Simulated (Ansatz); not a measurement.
**PbS under strains and displacements**

Computed with Ansatz 0.2.0, DFT PBEsol, scalar-relativistic, plane waves, PAW.

Plane waves to 420 eV, a k mesh through Γ of 6×6×2 on the computed 4-atom cell and Gaussian smearing (0.02 eV); no spin polarisation.

Reference cell:

```
Pb S
1.0
     2.98282   -2.98531    0.00000
     2.98282    2.98531    0.00000
    -2.09833    0.00000   22.20667
Pb S
2 2
Direct
  0.73256 0.72212 0.93570
  0.27788 0.26744 0.06430
  0.24595 0.21579 0.94437
  0.78421 0.75405 0.05563
```

Each variant moves atoms of this cell by the vectors given, if any (Å), and then applies a symmetric strain (tensor components, Cartesian axes). The reference cell isn't relaxed at this level. Energies are per atom at zero smearing, counted from the lowest variant. Pressure is positive in compression.

1. strain (xx yy zz yz xz xy, %) 3.28 -6.81 -4.63 0.00 -5.29 0.00; moves: Pb1 (-0.043, -0.017, 0.106); Pb2 (0.043, -0.017, -0.106); S3 (0.065, 0.017, -0.046); S4 (-0.065, 0.017, 0.046)
2. strain (xx yy zz yz xz xy, %) -0.83 -8.67 1.49 0.00 3.32 0.00; moves: Pb1 (0.022, -0.019, -0.049); Pb2 (-0.022, -0.019, 0.049); S3 (-0.011, 0.019, 0.059); S4 (0.011, 0.019, -0.059)
3. strain (xx yy zz yz xz xy, %) 5.05 1.46 2.63 -0.74 1.32 0.20; moves: Pb1 (0.075, 0.101, 0.043); Pb2 (0.307, -0.052, -0.069); S3 (-0.215, 0.068, -0.125); S4 (-0.167, -0.117, 0.151)
4. strain (xx yy zz yz xz xy, %) 2.78 5.51 6.05 0.00 -0.57 0.00; moves: Pb1 (-0.175, 0.014, -0.071); Pb2 (0.175, 0.014, 0.071); S3 (0.047, -0.014, -0.082); S4 (-0.047, -0.014, 0.082)

**Question.** Order the variants by energy, lowest first.

**Answer.** 2 (0.0 meV/atom), 3 (15.8 meV/atom), 1 (60.9 meV/atom), 4 (96.6 meV/atom).

**Question.** Order them by pressure, highest first.

**Answer.** 1 (1.95 GPa), 2 (1.23 GPa), 3 (-1.01 GPa), 4 (-1.87 GPa).

Spin–orbit coupling is left out, which can shift energies with elements as heavy as these. Each cell of PbS holds layers, and where no dispersion correction was added their binding is poorly described.

This form isn't the usual stable structure of the compound.